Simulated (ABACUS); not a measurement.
The system is Zn.

```
Zn
1.0
    -1.56904    1.56904    1.56904
     1.56904   -1.56904    1.56904
     1.56904    1.56904   -1.56904
Zn
1
Direct
  0.00000 0.00000 0.00000
```

This isn't the form of Zn at room conditions, which is hcp.

Base run:

| Property | Result |
| --- | --- |
| Program | ABACUS 3.10.1 |
| Functional | PBEsol |
| Potentials or basis | SG15 ONCV 1.2 PBE |
| Cutoff | 1143 eV |
| Density cutoff | 4572 eV |
| Basis | plane waves |
| k mesh | 12 × 12 × 12 |
| Occupations | fermi-dirac, width 0.05 eV |
| Spin | no spin polarisation |

Its results: band gap on the k mesh none (metal or under the smearing width); pressure -5.6 GPa.

Question: After a change of settings the same cell gave: band gap on the k mesh none (metal or under the smearing width); pressure -0.5 GPa. Which change was it?
A. functional from PBEsol to TPSS
B. functional from PBEsol to SOGGA
C. functional from PBEsol to PW91
D. functional from PBEsol to LDA

Answer: C.

PW91 binds less tightly than PBEsol, so the same cell stands under more pressure.

Caveats: the potentials were made for another functional, which shifts forces and pressure.

Runs at the PBE level aren't shown here.
